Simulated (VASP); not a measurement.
Wanted: the native input for a VASP 6.6.1 run.

```
Task                   : single point
Functional             : PBE
Potentials or basis    : VASP PAW PBE potentials, release 64 (Na_pv, I)
Cutoff                 : 520 eV
k mesh                 : 6 × 6 × 4
Occupations            : fermi-dirac, width 0.02 eV
Spin                   : no spin polarisation
Dipole correction      : no
Further INCAR settings : ALGO = Fast; EDIFF = 1e-06; NBANDS = 22
```

The structure of NaI lies in POSCAR:

```
NaI
1.0
    5.4164420017      0.0000000000      0.0000000000
   -2.7082210009      4.6907763716      0.0000000000
    0.0000000000      0.0000000000      6.6864537666
Na I
2 2
Direct
    0.3333333333      0.6666666667      0.2500000000
    0.6666666667      0.3333333333      0.7500000000
    0.6666666667      0.3333333333      0.2500000000
    0.3333333333      0.6666666667      0.7500000000
```

The cell was built by a generator and needn't be a form met in nature.

The cell isn't the ideal one: uniaxial_z strain +3.5%.

These files were run (other wordings do the same):

INCAR

```
PREC     = Accurate       # precision mode
ENCUT    = 520            # plane-wave cutoff, eV
EDIFF    = 1E-6           # SCF threshold, eV
ISMEAR   = -1             # smearing method
SIGMA    = 0.02           # smearing width, eV
LREAL    = F              # projectors in reciprocal space
LASPH    = T              # aspherical terms in the spheres
NELM     = 100            # most SCF steps
ALGO     = Fast           # electronic algorithm
ISIF     = 2              # what is computed and relaxed
LWAVE    = F              # write WAVECAR
LCHARG   = F              # write CHGCAR
GGA      = PE             # functional
NBANDS   = 22             # bands
```

KPOINTS

```
Automatic mesh
0
Gamma
  6 6 4
```

Potentials or basis: VASP PAW PBE potentials, release 64 (Na_pv, I).

Run with:

```bash
$ cat potpaw_PBE.64/Na_pv/POTCAR potpaw_PBE.64/I/POTCAR > POTCAR
$ mpirun -np 1 vasp_std > vasp.out
```

It gave:

The pressure is 0.0 GPa and the band gap on the k mesh is 3.47 eV, direct.

Caveat: spin-orbit coupling is left out, which moves the levels of the heavy elements.

Run time: 58 s on 1 thread of Intel(R) Xeon(R) Platinum 8488C (Sapphire Rapids) (shared host), peak memory 0.29 GiB.
